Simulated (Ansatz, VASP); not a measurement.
# B2Ru in two plane-wave programs, part 2 of 2

Aim: how closely do two programs agree when they are given the same cell, functional and k mesh? The structure shown comes from an earlier Ansatz run, which isn't shown and may have moved the atoms alone.

VASP 6.6.1 and Ansatz 0.2.0.

So far: The structure; Ansatz: elastic constants, LDA.

### 3. VASP: elastic constants, LDA

Level of this step: LDA; plane waves and PAW (B, Ru_pv) (VASP).

The same cell, functional (in two slightly different forms), mesh and smearing now go to VASP, with its own data sets.

Lines of VASP's logs that name or quote its potential files are left out, and so is its time.

The input, INCAR:

```
SYSTEM = B2Ru
PREC = Accurate
ENCUT = 500
EDIFF = 1E-08
NELM = 120
ISMEAR = 1
SIGMA = 0.25
LREAL = .FALSE.
ALGO = Normal
GGA = CA
NBANDS = 26
LASPH = .TRUE.
LORBIT = 11
LWAVE = .FALSE.
LCHARG = .FALSE.
ISIF = 3
IBRION = 6
NFREE = 2
POTIM = 0.015
NSW = 1
GGA_COMPAT = .FALSE.
KPAR = 2
```

The input, POSCAR:

```
B2Ru
1.0
    2.8072066420      0.0000000000      0.0000000000
    0.0000000000      4.6218550876      0.0000000000
    0.0000000000      0.0000000000      4.0010921625
B Ru
4 2
Direct
    0.0000000000      0.8059847133      0.3628653048
    0.0000000000      0.1940152867      0.3628653048
    0.5000000000      0.3059847133      0.6371346952
    0.5000000000      0.6940152867      0.6371346952
    0.0000000000      0.0000000000      0.8490705212
    0.5000000000      0.5000000000      0.1509294788
```

The input, KPOINTS:

```
Automatic mesh
0
Gamma
4 4 4
0 0 0
```

The projector-augmented-wave data sets are B and Ru_pv (LDA family, release 64).

Started as:

```
mpirun -np 2 vasp_std
```

Numbers of over 12 decimals in the logs are rounded to 6 here.

Log:

```text
[banner, memory and clock lines left out]
running    2 mpi-ranks, on    1 nodes
 distrk:  each k-point on    1 cores,    2 groups
 distr:  one band on    1 cores,    1 groups

 POSCAR found type information on POSCAR B Ru
 POSCAR found :  2 types and       6 ions
 LDA part: xc-table for (Slater(with rela. corr.)+CA(PZ))
 , standard interpolation
 POSCAR, INCAR and KPOINTS ok, starting setup
 FFT: planning ... GRIDC
 FFT: planning ... GRID_SOFT
 FFT: planning ... GRID
 WAVECAR not read
 entering main loop
       N       E                     dE             d eps       ncg     rms          rms(c)
DAV:   1     0.333563608640E+03    0.33356E+03   -0.21895E+04  1404   0.154E+03
DAV:   2    -0.449902653348E+02   -0.37855E+03   -0.37101E+03  1496   0.442E+02
DAV:   3    -0.596636247982E+02   -0.14673E+02   -0.14435E+02  1692   0.828E+01
DAV:   4    -0.598676748257E+02   -0.20405E+00   -0.20334E+00  1656   0.913E+00
DAV:   5    -0.598705050948E+02   -0.28303E-02   -0.28291E-02  1748   0.108E+00    0.389E+01
DAV:   6    -0.547512542576E+02    0.51193E+01   -0.49727E+01  1536   0.546E+01    0.879E+00
DAV:   7    -0.532490178638E+02    0.15022E+01   -0.13169E+01  1518   0.287E+01    0.716E+00
DAV:   8    -0.531369579622E+02    0.11206E+00   -0.40567E-01  1558   0.474E+00    0.193E+00
DAV:   9    -0.531307530414E+02    0.62049E-02   -0.33621E-02  1566   0.110E+00    0.241E-01
DAV:  10    -0.531300869971E+02    0.66604E-03   -0.34020E-03  1622   0.431E-01    0.684E-02
DAV:  11    -0.531300756197E+02    0.11377E-04   -0.28935E-04  1568   0.135E-01    0.269E-02
DAV:  12    -0.531300755439E+02    0.75766E-07   -0.27025E-05  1674   0.421E-02    0.109E-02
DAV:  13    -0.531300744145E+02    0.11294E-05   -0.43446E-06  1630   0.149E-02    0.132E-03
DAV:  14    -0.531300744383E+02   -0.23864E-07   -0.24874E-07  1724   0.316E-03    0.124E-03
DAV:  15    -0.531300744332E+02    0.51750E-08   -0.85003E-08  1522   0.231E-03
   1 F= -.53130074E+02 E0= -.53131178E+02  d E =0.331189E-02
[... from here on, the cycles between the ionic steps are left out ...]
   2 F= -.53113737E+02 E0= -.53114814E+02  d E =0.323155E-02
   3 F= -.53104686E+02 E0= -.53105806E+02  d E =0.335954E-02
  18 F= -.53128167E+02 E0= -.53129258E+02  d E =0.327107E-02
  19 F= -.53128160E+02 E0= -.53129234E+02  d E =0.322051E-02
  20 F= -.53128769E+02 E0= -.53129831E+02  d E =0.318508E-02
  21 F= -.53128769E+02 E0= -.53129831E+02  d E =0.318467E-02
  22 F= -.53127806E+02 E0= -.53128706E+02  d E =0.269768E-02
  23 F= -.53127806E+02 E0= -.53128706E+02  d E =0.269759E-02
  24 F= -.53127540E+02 E0= -.53128665E+02  d E =0.337654E-02
 Finite differences progress:
  Degree of freedom:  12/ 12
  Displacement:        1/  2
  Total:              23/ 24
 bond charge predicted
       N       E                     dE             d eps       ncg     rms          rms(c)
DAV:   1    -0.530964707245E+02    0.31069E-01   -0.65646E+00  1746   0.344E+01    0.520E-01
DAV:   2    -0.531267284039E+02   -0.30258E-01   -0.31957E-01  1434   0.441E+00    0.265E-01
DAV:   3    -0.531262636997E+02    0.46470E-03   -0.85039E-03  1670   0.946E-01    0.195E-01
DAV:   4    -0.531259676082E+02    0.29609E-03   -0.12291E-03  1644   0.359E-01    0.936E-02
DAV:   5    -0.531259105728E+02    0.57035E-04   -0.26629E-04  1558   0.162E-01    0.235E-02
DAV:   6    -0.531259084828E+02    0.20900E-05   -0.37276E-05  1572   0.491E-02    0.157E-02
DAV:   7    -0.531259076298E+02    0.85304E-06   -0.33337E-06  1614   0.148E-02    0.462E-03
DAV:   8    -0.531259075588E+02    0.70959E-07   -0.40415E-07  1756   0.576E-03    0.125E-03
DAV:   9    -0.531259075572E+02    0.16262E-08   -0.41635E-08  1358   0.171E-03
  25 F= -.53125908E+02 E0= -.53126842E+02  d E =0.280344E-02
 Finite differences progress:
  Degree of freedom:  12/ 12
  Displacement:        2/  2
  Total:              24/ 24
```

Parts of OUTCAR (step 3):

```text
ion  position               nearest neighbor table
   1  0.000  0.806  0.363-   2 1.79   4 1.86   4 1.86   5 2.14   6 2.17   6 2.17   5 2.24
   2  0.000  0.194  0.363-   1 1.79   3 1.86   3 1.86   5 2.14   6 2.17   6 2.17   5 2.24
   3  0.500  0.306  0.637-   4 1.79   2 1.86   2 1.86   6 2.14   5 2.17   5 2.17   6 2.24
   4  0.500  0.694  0.637-   3 1.79   1 1.86   1 1.86   6 2.14   5 2.17   5 2.17   6 2.24
   5  0.000  0.000  0.849-   1 2.14   2 2.14   3 2.17   4 2.17   3 2.17   4 2.17   1 2.24   2 2.24
                             6 2.96   6 2.96   6 2.96   6 2.96
   6  0.500  0.500  0.151-   3 2.14   4 2.14   1 2.17   2 2.17   1 2.17   2 2.17   3 2.24   4 2.24
                             5 2.96   5 2.96   5 2.96   5 2.96

  LATTYP: Found a simple orthorhombic cell.
 ALAT       =     2.8072066420
 B/A-ratio  =     1.4252930663
 C/A-ratio  =     1.6464249615

 Subroutine GETGRP returns: Found  8 space group operations
 (whereof  4 operations were pure point group operations)

The static configuration has the point symmetry C_2v.
 The point group associated with its full space group is D_2h.

 Found     27 irreducible k-points:

   k-points           NKPTS =     27   k-points in BZ     NKDIM =     27   number of bands    NBANDS=     26

   dimension x,y,z NGX =    20 NGY =   36 NGZ =   30
   dimension x,y,z NGXF=    40 NGYF=   72 NGZF=   60

   ENCUT  =  500.0 eV  36.75 Ry    6.06 a.u.   5.12  8.43  7.29*2*pi/ulx,y,z

   NELECT =      40.0000    total number of electrons

 k-points in reciprocal lattice and weights: Automatic mesh
   0.00000000  0.00000000  0.00000000       0.016
   0.25000000  0.00000000  0.00000000       0.031
   0.50000000  0.00000000  0.00000000       0.016
   0.00000000  0.25000000  0.00000000       0.031
   0.25000000  0.25000000  0.00000000       0.062
   0.50000000  0.25000000  0.00000000       0.031
   0.00000000  0.50000000  0.00000000       0.016
   0.25000000  0.50000000  0.00000000       0.031
   0.50000000  0.50000000  0.00000000       0.016
[...]
0.25000000  0.50000000  0.50000000       0.031
   0.50000000  0.50000000  0.50000000       0.016

 average (electrostatic) potential at core
       1 -27.1998       2 -27.1998       3 -27.1997       4 -27.1997       5 -69.6946
       6 -69.6747

 E-fermi :  11.1490

 k-point     1 :       0.0000    0.0000    0.0000
  band No.  band energies     occupation
    ...
     17       7.9102      2.00000
     18       8.7585      2.00000
     19       9.3472      2.00000
     20       9.9067      2.00000
     21      11.2233      0.52049
     22      13.0069     -0.00000
     23      15.2241     -0.00000
     24      15.4388     -0.00000
     25      15.5773     -0.00000
     26      16.1406     -0.00000

 k-point     2 :       0.2500    0.0000    0.0000
  band No.  band energies     occupation
    ...
     16       6.5337      2.00000
     17       7.5599      2.00000
     18       8.3844      2.00000
     19       9.6470      2.00000
     20      11.2130      0.58193
     21      11.7632     -0.00280
     22      12.7063     -0.00000
     23      14.0556     -0.00000
     24      14.8311     -0.00000
     25      16.3742      0.00000
    ...

 k-point     3 :       0.5000    0.0000    0.0000
  band No.  band energies     occupation
    ...
     14       4.9974      2.00000
     15       5.9642      2.00000
     16       5.9855      2.00000
     17       8.8520      2.00000
     18       8.8801      2.00000
     19      11.7397     -0.00418
     20      11.7666     -0.00264
     21      12.8447     -0.00000
     22      12.8661     -0.00000
     23      12.9210     -0.00000
    ...

 Eigenvectors and eigenvalues of the dynamical matrix
 ----------------------------------------------------

   1 f  =   25.798879 THz   162.099138 2PiTHz  860.557977 cm-1   106.695543 meV
             X         Y         Z           dx          dy          dz
      0.000000  3.725145  1.451858    -0.000000    0.472886    0.147429
      0.000000  0.896711  1.451858    -0.000000   -0.472886    0.147429
      1.403603  1.414217  2.549235     0.000000   -0.472886    0.147429
      1.403603  3.207638  2.549235     0.000000    0.472886    0.147429
      0.000000  0.000000  3.397209    -0.000000    0.000000   -0.096371
      1.403603  2.310928  0.603883     0.000000   -0.000000   -0.096371

   2 f  =   22.222753 THz   139.629677 2PiTHz  741.271261 cm-1    91.905882 meV
             X         Y         Z           dx          dy          dz
      0.000000  3.725145  1.451858    -0.000000   -0.492824   -0.084118
      0.000000  0.896711  1.451858    -0.000000    0.492824   -0.084118
      1.403603  1.414217  2.549235     0.000000   -0.492824    0.084118
      1.403603  3.207638  2.549235     0.000000    0.492824    0.084118
      0.000000  0.000000  3.397209    -0.000000   -0.000000   -0.009864
      1.403603  2.310928  0.603883     0.000000   -0.000000    0.009864

   3 f  =   21.352176 THz   134.159681 2PiTHz  712.231941 cm-1    88.305467 meV
             X         Y         Z           dx          dy          dz
      0.000000  3.725145  1.451858     0.000000    0.099303    0.489627
      0.000000  0.896711  1.451858    -0.000000    0.099303   -0.489627
      1.403603  1.414217  2.549235     0.000000   -0.099303    0.489627
      1.403603  3.207638  2.549235    -0.000000   -0.099303   -0.489627
      0.000000  0.000000  3.397209     0.000000   -0.028452   -0.000000
      1.403603  2.310928  0.603883    -0.000000    0.028452    0.000000

   4 f  =   21.235948 THz   133.429398 2PiTHz  708.354985 cm-1    87.824785 meV
             X         Y         Z           dx          dy          dz
      0.000000  3.725145  1.451858    -0.000000    0.082067   -0.487185
      0.000000  0.896711  1.451858    -0.000000   -0.082067   -0.487185
      1.403603  1.414217  2.549235     0.000000    0.082067    0.487185
      1.403603  3.207638  2.549235     0.000000   -0.082067    0.487185
      0.000000  0.000000  3.397209    -0.000000   -0.000000    0.108771
      1.403603  2.310928  0.603883     0.000000    0.000000   -0.108771

   5 f  =   20.223084 THz   127.065385 2PiTHz  674.569478 cm-1    83.635918 meV
             X         Y         Z           dx          dy          dz
      0.000000  3.725145  1.451858    -0.498248   -0.000000   -0.000000
      0.000000  0.896711  1.451858    -0.498248   -0.000000    0.000000
      1.403603  1.414217  2.549235     0.498248   -0.000000    0.000000
      1.403603  3.207638  2.549235     0.498248   -0.000000   -0.000000
      0.000000  0.000000  3.397209    -0.059138    0.000000    0.000000
      1.403603  2.310928  0.603883     0.059138    0.000000    0.000000

   6 f  =   20.196448 THz   126.898023 2PiTHz  673.680980 cm-1    83.525759 meV
             X         Y         Z           dx          dy          dz
      0.000000  3.725145  1.451858    -0.000000    0.222158    0.435983
      0.000000  0.896711  1.451858    -0.000000    0.222158   -0.435983
      1.403603  1.414217  2.549235     0.000000    0.222158   -0.435983
      1.403603  3.207638  2.549235     0.000000    0.222158    0.435983
      0.000000  0.000000  3.397209    -0.000000   -0.145358   -0.000000
      1.403603  2.310928  0.603883     0.000000   -0.145358   -0.000000

   7 f  =   19.581114 THz   123.031767 2PiTHz  653.155653 cm-1    80.980944 meV
             X         Y         Z           dx          dy          dz
      0.000000  3.725145  1.451858    -0.500000    0.000000    0.000000
      0.000000  0.896711  1.451858     0.500000    0.000000   -0.000000
      1.403603  1.414217  2.549235    -0.500000    0.000000   -0.000000
      1.403603  3.207638  2.549235     0.500000    0.000000    0.000000
      0.000000  0.000000  3.397209    -0.000000   -0.000000    0.000000
      1.403603  2.310928  0.603883     0.000000   -0.000000    0.000000

   8 f  =   17.767620 THz   111.637250 2PiTHz  592.664015 cm-1    73.480940 meV
             X         Y         Z           dx          dy          dz
      0.000000  3.725145  1.451858    -0.000000   -0.162416    0.429251
      0.000000  0.896711  1.451858    -0.000000    0.162416    0.429251
      1.403603  1.414217  2.549235     0.000000    0.162416    0.429251
      1.403603  3.207638  2.549235     0.000000   -0.162416    0.429251
      0.000000  0.000000  3.397209    -0.000000    0.000000   -0.280587
      1.403603  2.310928  0.603883    -0.000000   -0.000000   -0.280587

   9 f  =   17.195686 THz   108.043685 2PiTHz  573.586361 cm-1    71.115613 meV
             X         Y         Z           dx          dy          dz
      0.000000  3.725145  1.451858     0.000000    0.487234   -0.096457
      0.000000  0.896711  1.451858     0.000000    0.487234    0.096457
      1.403603  1.414217  2.549235    -0.000000   -0.487234   -0.096457
      1.403603  3.207638  2.549235    -0.000000   -0.487234    0.096457
      0.000000  0.000000  3.397209    -0.000000    0.081224    0.000000
      1.403603  2.310928  0.603883    -0.000000   -0.081224    0.000000

  10 f  =   14.027673 THz    88.138470 2PiTHz  467.912810 cm-1    58.013769 meV
             X         Y         Z           dx          dy          dz
      0.000000  3.725145  1.451858    -0.500000   -0.000000    0.000000
      0.000000  0.896711  1.451858     0.500000   -0.000000   -0.000000
      1.403603  1.414217  2.549235     0.500000   -0.000000   -0.000000
      1.403603  3.207638  2.549235    -0.500000   -0.000000    0.000000
      0.000000  0.000000  3.397209    -0.000000    0.000000   -0.000000
      1.403603  2.310928  0.603883    -0.000000    0.000000   -0.000000

  11 f  =   13.446044 THz    84.483988 2PiTHz  448.511760 cm-1    55.608346 meV
             X         Y         Z           dx          dy          dz
      0.000000  3.725145  1.451858    -0.453827    0.000000   -0.000000
      0.000000  0.896711  1.451858    -0.453827    0.000000    0.000000
      1.403603  1.414217  2.549235    -0.453827    0.000000    0.000000
      1.403603  3.207638  2.549235    -0.453827    0.000000   -0.000000
      0.000000  0.000000  3.397209     0.296786    0.000000   -0.000000
      1.403603  2.310928  0.603883     0.296786   -0.000000   -0.000000

  12 f  =   13.330869 THz    83.760323 2PiTHz  444.669942 cm-1    55.132021 meV
             X         Y         Z           dx          dy          dz
      0.000000  3.725145  1.451858    -0.000000    0.395683   -0.244783
      0.000000  0.896711  1.451858     0.000000    0.395683    0.244783
      1.403603  1.414217  2.549235     0.000000    0.395683    0.244783
      1.403603  3.207638  2.549235    -0.000000    0.395683   -0.244783
      0.000000  0.000000  3.397209    -0.000000   -0.258907    0.000000
      1.403603  2.310928  0.603883    -0.000000   -0.258907   -0.000000

  13 f  =    8.533045 THz    53.614703 2PiTHz  284.631744 cm-1    35.289823 meV
             X         Y         Z           dx          dy          dz
      0.000000  3.725145  1.451858    -0.000000   -0.019736    0.074664
      0.000000  0.896711  1.451858    -0.000000    0.019736    0.074664
      1.403603  1.414217  2.549235    -0.000000   -0.019736   -0.074664
      1.403603  3.207638  2.549235    -0.000000    0.019736   -0.074664
      0.000000  0.000000  3.397209     0.000000   -0.000000    0.698621
      1.403603  2.310928  0.603883    -0.000000    0.000000   -0.698621
    [... 43 further lines ...]
      0.000000  0.000000  3.397209    -0.000000   -0.000000   -0.641860
      1.403603  2.310928  0.603883    -0.000000   -0.000000   -0.641860

 ELASTIC MODULI CONTR FROM IONIC RELAXATION (kBar)
 Direction    XX          YY          ZZ          XY          YZ          ZX
 --------------------------------------------------------------------------------
 XX        -383.9248    100.6795    142.9370     -0.0000     -0.0000     -0.0000
 YY         100.6795   -251.2259   -330.0283      0.0000     -0.0000      0.0000
 ZZ         142.9370   -330.0283   -653.7494      0.0000     -0.0000      0.0000
 XY          -0.0000      0.0000      0.0000   -249.5793      0.0000     -0.0000
 YZ          -0.0000     -0.0000     -0.0000      0.0000   -574.1308      0.0000
 ZX          -0.0000      0.0000      0.0000     -0.0000      0.0000   -799.7258
 --------------------------------------------------------------------------------

 TOTAL ELASTIC MODULI (kBar)
 Direction    XX          YY          ZZ          XY          YZ          ZX
 --------------------------------------------------------------------------------
 XX        5337.7996   1930.1032   1389.9268     -0.0000     -0.0000     -0.0000
 YY        1930.1032   5795.7475   1715.8668      0.0000     -0.0000      0.0000
 ZZ        1389.9268   1715.8668   7789.3699      0.0000     -0.0000      0.0000
 XY          -0.0000      0.0000      0.0000   2094.0907      0.0000     -0.0000
 YZ          -0.0000     -0.0000     -0.0000      0.0000   2468.8834      0.0000
 ZX          -0.0000      0.0000      0.0000     -0.0000      0.0000   1075.7399
 --------------------------------------------------------------------------------

 total charge
# of ion       s       p       d       tot
------------------------------------------
    1        0.688   1.252   0.000   1.939
    2        0.688   1.252   0.000   1.939
    3        0.688   1.252   0.000   1.939
    4        0.688   1.252   0.000   1.939
    5        0.392   6.427   6.165  12.985
    6        0.392   6.427   6.165  12.985
--------------------------------------------------
tot          3.535  17.860  12.330  33.726

[... 2 further parts left out ...]
```

CONTCAR:

```
B2Ru
   1.00000000000000
     2.8072066420000001    0.0000000000000000    0.0000000000000000
     0.0000000000000000    4.6218550876000002    0.0000000000000000
     0.0000000000000000    0.0000000000000000    4.0010921625000000
  B               Ru
     4     2
Direct
     0.0000000000000000    0.8059847132999991    0.3628653048000032
     0.0000000000000000    0.1940152867000009    0.3628653048000032
     0.5000000000000000    0.3059847132999991    0.6371346951999968
     0.5000000000000000    0.6940152867000009    0.6371346951999968
     0.0000000000000000    0.0000000000000000    0.8453215448228510
     0.5000000000000000    0.5000000000000000    0.1509294788000020
```

The k-mesh is coarse for a metal.

Levels, forces or a CONTCAR printed for this step are those of its last displaced cell, not of the structure at rest.

### 4. Comparison

Known differences besides the potentials themselves: the two LDA forms differ slightly; the data sets hold 44 valence electrons in Ansatz (on its default PAW (the set named soft_2) files) and 40 in VASP; the cutoff is 420 eV in Ansatz and 500 eV in VASP; VASP's log shows a relativistic correction to its local exchange, Ansatz's none; VASP takes each elastic constant from one size of strain, Ansatz from those that its log lists. Total energies have different zeros and are not compared.

The two programs side by side:

```csv
quantity,Ansatz,VASP,difference
C11 (GPa),530.9,533.8,-0.55 %
C22 (GPa),578.1,579.6,-0.26 %
C33 (GPa),776.2,778.9,-0.35 %
C12 (GPa),191.2,193.0,-0.95 %
C13 (GPa),138.4,139.0,-0.45 %
C23 (GPa),169.7,171.6,-1.09 %
C44 (GPa),246.4,246.9,-0.19 %
C55 (GPa),107.7,107.6,+0.09 %
C66 (GPa),208.4,209.4,-0.48 %
```

### 5. What came out

```yaml
difference_in_c23_elastic_constants_lda: -1.1 %
```

The difference in C23 is -1.1 % (elastic constants, LDA), within the 5 % picked in this series as the mark of a large difference. The data sets hold unlike numbers of valence electrons (44 in Ansatz and 40 in VASP), so part of the differences comes from the potentials. Such differences can come from data sets, numerical settings and the points named under the comparisons, not from the functional's error against experiment.

[Lines on the potential files, build, host, timing and source positions are cut from VASP's logs without a mark.]

[Logs are printed without paths, hosts, clocks, repeated set-up lines and the standing remarks that a program may print on its own settings, such as how far it seeks lower states.]

[Hosts, paths, dates, database ids (printed as entryN), source tags and the programs' standing remarks are cut or masked in the printed files.]
